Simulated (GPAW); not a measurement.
Runs of GPAW 26.7.0 on WS2. The cell holds a slab with vacuum, 6 atoms: a = 3.183 Å, b = 3.183 Å, c = 23.669 Å, α = 90.00°, β = 90.00°, γ = 120.00°. 

| task | level | potentials or basis | k mesh | cutoff (eV) | smearing | maxiter | convergence | exx fractions | eigensolver | band path | mesh quality | gap on the mesh (eV) | largest force (eV/Å) |
| --- | --- | --- | --- | --- | --- | --- | --- | --- | --- | --- | --- | --- | --- |
| single point | r2SCAN | GPAW PAW data sets (gpaw-data 1.2.1), pw | 8 × 8 × 1 | 450 | fermi-dirac 0.05 eV | 120 | default | - | - | - | not flagged | (b) | 0.01 |
| one-shot levels on a semilocal density | TPSS | GPAW PAW data sets (gpaw-data 1.2.1), pw | 4 × 4 × 1 | 450 | fermi-dirac 0.001 eV | 150 | - | TPSSh 0.1, TPSS0 0.25 | davidson niter=2 | - | coarse | 1.91 | - |
| band structure | r2SCAN | GPAW PAW data sets (gpaw-data 1.2.1), pw | 6 × 6 × 1 | 600 | fermi-dirac 0.05 eV | 150 | - | - | - | GMKGALHA,LM,KH | not flagged | 1.56 | 0.01 |
| band structure | PBEsol | PAW data sets generated in the run's folder for this functional, pw | 6 × 6 × 1 | 600 | fermi-dirac 0.05 eV | 150 | - | - | - | GMKGALHA,LM,KH | not flagged | 1.44 | (a) |

Alike in all rows: no spin polarisation; cell as given.

Estimate the missing entries.

(a) 0.10; (b) 1.83.

Caveats: some runs use coarse meshes; spin-orbit coupling is left out, which moves the levels of the heavy elements; the PAW data sets were made with another functional, which shifts forces and pressure a little (some runs); the cutoff is short for stress and forces, so pressures can be off by a GPa or more (some runs); energy and the plain gap are those of the semilocal run (some runs); the hybrids' values are one shot on its orbitals and mesh (some runs).

A k mesh can miss the band edges, and the runs leave out spin-orbit coupling on W.

Not every run made on this cell is shown here.
